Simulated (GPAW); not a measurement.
Here is a GPAW 26.7.0 calculation.

run.py

```python
from ase.dft.bandgap import bandgap
from ase.io import write
from ase.spacegroup import crystal
from ase.units import GPa
from gpaw import GPAW, PW, setup_paths

setup_paths.insert(0, '.')

# Sb 4c
# Ga 4a
atoms = crystal(['Sb', 'Ga'],
                basis=[[0.25, 0.25, 0.25],
                       [0.0, 0.0, 0.0]],
                spacegroup=216, setting=1,  # F-43m
                cellpar=[6.118, 6.118, 6.118, 90.0, 90.0, 90.0],
                primitive_cell=True)

calc = GPAW(mode=PW(500),
            xc='LDA',
            kpts={'size': (6, 6, 6), 'gamma': True},
            occupations={'name': 'fermi-dirac', 'width': 0.01},
            nbands=18,
            convergence={'density': 1e-05, 'energy': 1e-05},
            maxiter=150,
            txt='gpaw.txt')
atoms.calc = calc
energy = atoms.get_potential_energy()
forces = atoms.get_forces()
stress = atoms.get_stress()
calc.write('gs.gpw')
write('result.traj', atoms)
print(f'Energy: {energy:.6f} eV')
print('Forces (eV/A):')
print(forces.round(4))
print('Stress (GPa):', (stress / GPa).round(3))
print('Fermi level:', round(calc.get_fermi_level(), 4), 'eV')
print(f'Gap: {bandgap(calc)[0]:.4f} eV, direct: {bandgap(calc, direct=True)[0]:.4f} eV')
```

Potentials or basis: PAW data sets generated in the run's folder for this functional, pw.

Command:

```console
$ gpaw-setup -f LDA Ga Sb
$ OMP_NUM_THREADS=1 python run.py
```

Task: Estimate the pressure.

Result: -2.0 GPa.

Task: Predict the band gap on the k mesh.

Result: None (metal or under the smearing width).

Caveat: the cutoff is short for stress and forces, so pressures can be off by a GPa or more; this crystal is a semiconductor, whose small gap the functional closes, so the metal is an error of the method. The run has no spin-orbit coupling, so splittings on Sb are missing.

**The experiment to reproduce.**

A printed reference work, data compilation reports, for a bulk crystal of GaSb at 4.2 K: band gap 0.811 eV (direct).

Measured gap of GaSb: 0.811 eV (direct; 4.2 K; a printed reference work, data compilation). This calculation gives 0.00 eV (-0.81 eV). Spin-orbit coupling on Ga, Sb is left out. The value is that of LDA on a finite k mesh, which can miss the band edges, without temperature or zero-point motion. Semilocal functionals fall short of measured gaps as a rule.
